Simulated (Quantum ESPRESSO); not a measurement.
# CdSe (F-43m) in Quantum ESPRESSO: convergence with wavefunction cutoff

Aim: find how far wavefunction cutoff must go before the results for CdSe settle, at PBE. This setting moves, with any that are tied to it; all else stays.

All numbers are computed with Quantum ESPRESSO 7.5; they aren't measurements. Logs are shortened: lines on timing, memory, paths and dates and some standing lists are left out, and cuts for length are marked.

### 1 The structure

Symmetry: F-43m, No. 216, cubic system. Conventional cell: a = 6.141 Å, b = 6.141 Å, c = 6.141 Å, α = 90.00°, β = 90.00°, γ = 90.00°. Cd (site symmetry -43m) has 4 Se at 2.66 Å as nearest neighbours. Around Se (site symmetry -43m) lie 4 Cd at 2.66 Å.

Measurements of this composition are mostly on another form, of space group No. 186.

### 2 With wavefunction cutoff 24 Ry

Input file pw.in:

```
&CONTROL
  calculation = 'scf'
  prefix = 'pwscf'
  outdir = './tmp'
  pseudo_dir = './pseudo'
  tprnfor = .true.
  tstress = .true.
  disk_io = 'nowf'
/
&SYSTEM
  ibrav = 0
  nat = 2
  ntyp = 2
  ecutwfc = 24
  ecutrho = 480
  nbnd = 15
  occupations = 'smearing'
  smearing = 'gaussian'
  degauss = 0.00734986
/
&ELECTRONS
  conv_thr = 4d-10
  electron_maxstep = 120
  mixing_beta = 0.5
/
ATOMIC_SPECIES
Cd   112.4140 Cd.pbe-dn-rrkjus_psl.0.3.1.UPF
Se    78.9710 Se_pbe_v1.uspp.F.UPF
CELL_PARAMETERS angstrom
   0.0000000000    3.0702711986    3.0702711986
   3.0702711986    0.0000000000    3.0702711986
   3.0702711986    3.0702711986    0.0000000000
ATOMIC_POSITIONS crystal
Cd     0.0000000000    0.0000000000    0.0000000000
Se     0.2500000000    0.2500000000    0.2500000000
K_POINTS automatic
8 8 8 0 0 0
```

Potentials or basis: SSSP 1.3 efficiency PBE.

On the command line:

```sh
$ OMP_NUM_THREADS=1 pw.x -in pw.in > pw.out
```

Run time: 21 s. Hardware: 1 thread of Arm Neoverse V1, shared host; peak memory 0.28 GiB.

What came out:

* Free energy: -2252.5919 eV
* Pressure: -82.6 GPa
* Band gap on the k mesh: 0.52 eV, direct

### 3 With wavefunction cutoff 30 Ry

pw.in, as its differences from that of step 2:

```diff
@@ -13,3 +13,3 @@
   ntyp = 2
-  ecutwfc = 24
+  ecutwfc = 30
   ecutrho = 480
```

Potentials or basis: SSSP 1.3 efficiency PBE.

On the command line:

```sh
$ OMP_NUM_THREADS=1 pw.x -in pw.in > pw.out
```

It took 26 s on 1 thread of Arm Neoverse V1, shared host; peak memory 0.28 GiB.

What came out:

- Free energy: -2257.2628 eV
- Pressure: -9.6 GPa
- Band gap on the k mesh: 0.53 eV, direct

### 4 With wavefunction cutoff 36 Ry

pw.in, as its differences from that of step 3:

```diff
@@ -13,3 +13,3 @@
   ntyp = 2
-  ecutwfc = 30
+  ecutwfc = 36
   ecutrho = 480
```

On the command line:

```sh
$ OMP_NUM_THREADS=1 pw.x -in pw.in > pw.out
```

Wall time 26 s (1 thread of Arm Neoverse V1, shared host); peak memory 0.28 GiB.

What came out:

* Free energy: -2257.6426 eV
* Pressure: 1.0 GPa
* Band gap on the k mesh: 0.52 eV, direct

### 5 With wavefunction cutoff 42 Ry

pw.in, as its differences from that of step 4:

```diff
@@ -13,3 +13,3 @@
   ntyp = 2
-  ecutwfc = 36
+  ecutwfc = 42
   ecutrho = 480
```

On the command line:

```sh
$ OMP_NUM_THREADS=1 pw.x -in pw.in > pw.out
```

It took 34 s on 1 thread of Arm Neoverse V1, shared host; peak memory 0.28 GiB.

Results:

| Quantity | Value |
| --- | --- |
| Free energy | -2257.6552 eV |
| Pressure | 1.0 GPa |
| Band gap on the k mesh | 0.53 eV, direct |

### 6 With wavefunction cutoff 48 Ry

pw.in, as its differences from that of step 5:

```diff
@@ -13,3 +13,3 @@
   ntyp = 2
-  ecutwfc = 42
+  ecutwfc = 48
   ecutrho = 480
```

Potentials or basis: SSSP 1.3 efficiency PBE.

On the command line:

```sh
$ OMP_NUM_THREADS=1 pw.x -in pw.in > pw.out
```

Run time: 38 s. Hardware: 1 thread of Arm Neoverse V1, shared host; peak memory 0.29 GiB.

It converged, with:

```yaml
Free_energy: -2257.6991 eV
Pressure: 0.7 GPa
Band_gap_on_the_k_mesh: 0.53 eV, direct
```

### 7 With wavefunction cutoff 54 Ry

pw.in, as its differences from that of step 6:

```diff
@@ -13,3 +13,3 @@
   ntyp = 2
-  ecutwfc = 48
+  ecutwfc = 54
   ecutrho = 480
```

On the command line:

```sh
$ OMP_NUM_THREADS=1 pw.x -in pw.in > pw.out
```

Run time: 40 s. Hardware: 1 thread of Arm Neoverse V1, shared host; peak memory 0.29 GiB.

Results (log left out):

```yaml
Free_energy: -2257.7326 eV
Pressure: 1.0 GPa
Band_gap_on_the_k_mesh: 0.53 eV, direct
```

### 8 With wavefunction cutoff 60 Ry

pw.in, as its differences from that of step 7:

```diff
@@ -13,3 +13,3 @@
   ntyp = 2
-  ecutwfc = 54
+  ecutwfc = 60
   ecutrho = 480
```

On the command line:

```sh
$ OMP_NUM_THREADS=1 pw.x -in pw.in > pw.out
```

Run time: 50 s. Hardware: 1 thread of Arm Neoverse V1, shared host; peak memory 0.29 GiB.

The run converged. Its results:

- Free energy: -2257.7426 eV
- Pressure: 1.3 GPa
- Band gap on the k mesh: 0.53 eV, direct

### 9 With wavefunction cutoff 72 Ry

pw.in, as its differences from that of step 8:

```diff
@@ -13,4 +13,4 @@
   ntyp = 2
-  ecutwfc = 60
-  ecutrho = 480
+  ecutwfc = 72
+  ecutrho = 576
   nbnd = 15
```

Potentials or basis: SSSP 1.3 efficiency PBE.

On the command line:

```sh
$ OMP_NUM_THREADS=1 pw.x -in pw.in > pw.out
```

It took 59 s on 1 thread of Arm Neoverse V1, shared host; peak memory 0.38 GiB.

Results (log left out):

```yaml
Free_energy: -2257.7454 eV
Pressure: 1.3 GPa
Band_gap_on_the_k_mesh: 0.53 eV, direct
```

### 10 With wavefunction cutoff 90 Ry

pw.in, as its differences from that of step 9:

```diff
@@ -13,4 +13,4 @@
   ntyp = 2
-  ecutwfc = 72
-  ecutrho = 576
+  ecutwfc = 90
+  ecutrho = 720
   nbnd = 15
```

Potentials or basis: SSSP 1.3 efficiency PBE.

On the command line:

```sh
$ OMP_NUM_THREADS=1 pw.x -in pw.in > pw.out
```

pw.out:

```text
This program is part of the open-source Quantum ESPRESSO suite
     for quantum simulation of materials; please cite
         "P. Giannozzi et al., J. Phys.:Condens. Matter 21 395502 (2009);
         "P. Giannozzi et al., J. Phys.:Condens. Matter 29 465901 (2017);
         "P. Giannozzi et al., J. Chem. Phys. 152 154105 (2020);
     in publications or presentations arising from this work. More details at

     file Cd.pbe-dn-rrkjus_psl.0.3.1.UPF: wavefunction(s)  4D renormalized
     Message from routine setup:
     using ibrav=0 with symmetry is DISCOURAGED, use correct ibrav instead

     G-vector sticks info
     --------------------
     sticks:   dense  smooth     PW     G-vecs:    dense   smooth      PW
     Sum        3331    1663    475               127149    45071    6879

     Using Slab Decomposition

     bravais-lattice index     =            0
     lattice parameter (alat)  =       8.2052  a.u.
     unit-cell volume          =     390.6221 (a.u.)^3
     number of atoms/cell      =            2
     number of atomic types    =            2
     number of electrons       =        18.00
     number of Kohn-Sham states=           15
     kinetic-energy cutoff     =      90.0000  Ry
     charge density cutoff     =     720.0000  Ry
     scf convergence threshold =      4.0E-10
     mixing beta               =       0.5000
     number of iterations used =            8  plain     mixing
     Exchange-correlation= SLA  PW   PBE  PBE
                           (   1   4   3   4   0   0   0)

     celldm(1)=   8.205227  celldm(2)=   0.000000  celldm(3)=   0.000000
     celldm(4)=   0.000000  celldm(5)=   0.000000  celldm(6)=   0.000000

     crystal axes: (cart. coord. in units of alat)
               a(1) = (   0.000000   0.707107   0.707107 )
               a(2) = (   0.707107   0.000000   0.707107 )
               a(3) = (   0.707107   0.707107   0.000000 )

     reciprocal axes: (cart. coord. in units 2 pi/alat)
               b(1) = ( -0.707107  0.707107  0.707107 )
               b(2) = (  0.707107 -0.707107  0.707107 )
               b(3) = (  0.707107  0.707107 -0.707107 )

     PseudoPot. # 1 for Cd read from file:
     Cd.pbe-dn-rrkjus_psl.0.3.1.UPF
     Pseudo is Ultrasoft + core correction, Zval = 12.0
     Generated using "atomic" code by A. Dal Corso  v.5.0.99 svn rev. 10869
     Using radial grid of 1239 points,  6 beta functions with:
                l(1) =   0
                l(2) =   0
                l(3) =   1
                l(4) =   1
                l(5) =   2
                l(6) =   2
     Q(r) pseudized with 0 coefficients

     PseudoPot. # 2 for Se read from file:
     Se_pbe_v1.uspp.F.UPF
     Pseudo is Ultrasoft + core correction, Zval =  6.0
     Generated by new atomic code, or converted to UPF format
     Using radial grid of  877 points,  6 beta functions with:
                l(1) =   0
                l(2) =   0
                l(3) =   1
                l(4) =   1
                l(5) =   2
                l(6) =   2
     Q(r) pseudized with  8 coefficients,  rinner =    1.300   1.300   1.300
                                                       1.300   1.300

     atomic species   valence    mass     pseudopotential
     Cd               12.00   112.41400     Cd( 1.00)
     Se                6.00    78.97100     Se( 1.00)

     24 Sym. Ops. (no inversion) found

   Cartesian axes

     site n.     atom                  positions (alat units)
         1        Cd     tau(   1) = (   0.0000000   0.0000000   0.0000000  )
         2        Se     tau(   2) = (   0.3535534   0.3535534   0.3535534  )

     number of k points=    29  Gaussian smearing, width (Ry)=  0.0073
                       cart. coord. in units 2pi/alat
        k(    1) = (   0.0000000   0.0000000   0.0000000), wk =   0.0039062
        k(    2) = (   0.0883883   0.0883883  -0.0883883), wk =   0.0312500
        k(    3) = (   0.1767767   0.1767767  -0.1767767), wk =   0.0312500
        k(    4) = (   0.2651650   0.2651650  -0.2651650), wk =   0.0312500
        k(    5) = (  -0.3535534  -0.3535534   0.3535534), wk =   0.0156250
        k(    6) = (   0.1767767   0.0000000   0.0000000), wk =   0.0234375
[... 21 lines left out ...]
        k(   28) = (  -0.7071068   0.1767767  -0.0000000), wk =   0.0468750
        k(   29) = (  -0.7071068   0.3535534   0.0000000), wk =   0.0234375

     Dense  grid:   127149 G-vectors     FFT dimensions: (  72,  72,  72)

     Smooth grid:    45071 G-vectors     FFT dimensions: (  50,  50,  50)

     Initial potential from superposition of free atoms

     starting charge      17.9950, renormalised to      18.0000
     Starting wfcs are   13 randomized atomic wfcs +    2 random wfcs

     Self-consistent Calculation

     iteration #  1     ecut=    90.00 Ry     beta= 0.50
     Davidson diagonalization with overlap
     ethr =  1.00E-02,  avg # of iterations =  5.0

     Threshold (ethr) on eigenvalues was too large:
     Diagonalizing with lowered threshold

     Davidson diagonalization with overlap
     ethr =  3.26E-04,  avg # of iterations =  2.3

     total energy              =    -165.92945425 Ry
     estimated scf accuracy    <       0.06048924 Ry

     iteration #  2     ecut=    90.00 Ry     beta= 0.50
     Davidson diagonalization with overlap
     ethr =  3.36E-04,  avg # of iterations =  2.7
[... 50 lines left out ...]
     total energy              =    -165.94173601 Ry
     estimated scf accuracy    <          2.2E-09 Ry

     iteration # 10     ecut=    90.00 Ry     beta= 0.50
     Davidson diagonalization with overlap
     ethr =  1.23E-11,  avg # of iterations =  2.8

     End of self-consistent calculation

          k = 0.0000 0.0000 0.0000 (  5601 PWs)   bands (ev):

    -7.6559  -2.9595  -2.9595  -2.9595  -2.6066  -2.6066   4.8018   4.8018
     4.8018   5.3280  10.7210  10.7210  10.7210  14.4578  15.8736

          k = 0.0884 0.0884-0.0884 (  5684 PWs)   bands (ev):

    -7.6053  -2.9433  -2.9433  -2.9136  -2.6074  -2.6074   3.6060   4.6820
     4.6820   6.3284  10.5027  10.9170  10.9170  15.1080  15.1085
[... 83 lines left out ...]
    -7.2101  -2.7850  -2.7339  -2.7103  -2.5602  -2.2847   0.9505   2.8385
     3.1643   8.2846   8.9052  13.0156  14.0054  14.4806  17.2558

          k = 0.0000-0.5303 0.5303 (  5612 PWs)   bands (ev):

    -7.2032  -2.8062  -2.7519  -2.6691  -2.5788  -2.1956   0.8994   2.3869
     3.3485   8.5039   9.8835  12.9888  13.3151  13.3669  16.2559

          k =-0.7071 0.0000 0.0000 (  5658 PWs)   bands (ev):

    -7.1932  -2.7766  -2.7129  -2.7129  -2.5514  -2.2766   0.8366   3.0268
     3.0268   7.9855   8.5243  13.7584  14.8364  14.8364  18.0636

          k = 0.3536 0.1768 0.0000 (  5631 PWs)   bands (ev):

    -7.3902  -2.8686  -2.8501  -2.7094  -2.5985  -2.5635   1.8767   3.4571
     4.0633   8.1573   9.6751  11.3265  12.1840  13.7469  16.2576

          k =-0.2652-0.4419 0.6187 (  5632 PWs)   bands (ev):
[... 16 lines left out ...]
    -7.2102  -2.8021  -2.7730  -2.6556  -2.5860  -2.2064   0.9264   2.5442
     3.1671   9.0246   9.8932  11.6235  13.1977  14.2600  16.8274

          k = 0.0000-0.3536 0.5303 (  5627 PWs)   bands (ev):

    -7.2268  -2.8143  -2.7906  -2.6366  -2.5982  -2.2299   0.9784   2.4646
     3.4097   9.1084  10.2739  11.1167  13.2887  13.9247  15.8826

          k =-0.7071 0.1768-0.0000 (  5624 PWs)   bands (ev):

    -7.1936  -2.7806  -2.7485  -2.6834  -2.5681  -2.2158   0.8801   2.8421
     2.8505   8.6966   9.0375  13.0823  13.1389  14.9889  17.5023

          k =-0.7071 0.3536 0.0000 (  5604 PWs)   bands (ev):

    -7.1939  -2.7831  -2.7777  -2.6382  -2.6020  -2.1606   0.9299   2.6629
     2.6904   9.6974  10.0173  11.2063  12.4024  15.1211  17.3368

     the Fermi energy is     5.0747 ev

!    total energy              =    -165.94173601 Ry
     estimated scf accuracy    <          2.3E-12 Ry
     smearing contrib. (-TS)   =      -0.00000003 Ry
     internal energy E=F+TS    =    -165.94173598 Ry

     The total energy is F=E-TS. E is the sum of the following terms:
     one-electron contribution =     -52.26573797 Ry
     hartree contribution      =      40.01233861 Ry
     xc contribution           =     -72.61641808 Ry
     ewald contribution        =     -81.07191854 Ry

     convergence has been achieved in  10 iterations

     Forces acting on atoms (cartesian axes, Ry/au):

     atom    1 type  1   force =    -0.00000000    0.00000000   -0.00000000
     atom    2 type  2   force =    -0.00000000   -0.00000000    0.00000000

     Total force =     0.000000     Total SCF correction =     0.000000

     Computing stress (Cartesian axis) and pressure

          total   stress  (Ry/bohr**3)                   (kbar)     P=       13.37
   0.00009087  -0.00000000   0.00000000           13.37       -0.00        0.00
  -0.00000000   0.00009087   0.00000000           -0.00       13.37        0.00
   0.00000000   0.00000000   0.00009087            0.00        0.00       13.37

=------------------------------------------------------------------------------=
   JOB DONE.
=------------------------------------------------------------------------------=
```

It took 84 s on 1 thread of Arm Neoverse V1, shared host; peak memory 0.52 GiB.

Results:

- Free energy: -2257.7523 eV
- Pressure: 1.3 GPa
- Band gap on the k mesh: 0.53 eV, direct

### 11 Result

```csv
wavefunction cutoff,"energy less the tightest run, at zero smearing (meV/atom)",pressure (GPa),gap on the mesh (eV),SCF cycles,CPU time (s),peak memory (GiB)
24 Ry,2580.23,-82.55,0.518,9,21,0.28
30 Ry,244.78,-9.64,0.528,10,26,0.28
36 Ry,54.88,1.04,0.525,10,26,0.28
42 Ry,48.59,0.95,0.525,10,34,0.28
48 Ry,26.62,0.67,0.526,10,38,0.29
54 Ry,9.85,1.02,0.526,10,40,0.29
60 Ry,4.85,1.29,0.526,10,50,0.29
72 Ry,3.47,1.29,0.526,10,59,0.38
90 Ry,0.00,1.34,0.526,10,84,0.52
```

Against the tightest run, the pressure stays within 0.1 GPa from 60 Ry on; the gap on the mesh stays within 0.01 eV from 24 Ry on. Not settled before the last step: the energy (to 1 meV/atom). The tightest run that finished is the yardstick and may itself not be fully converged.
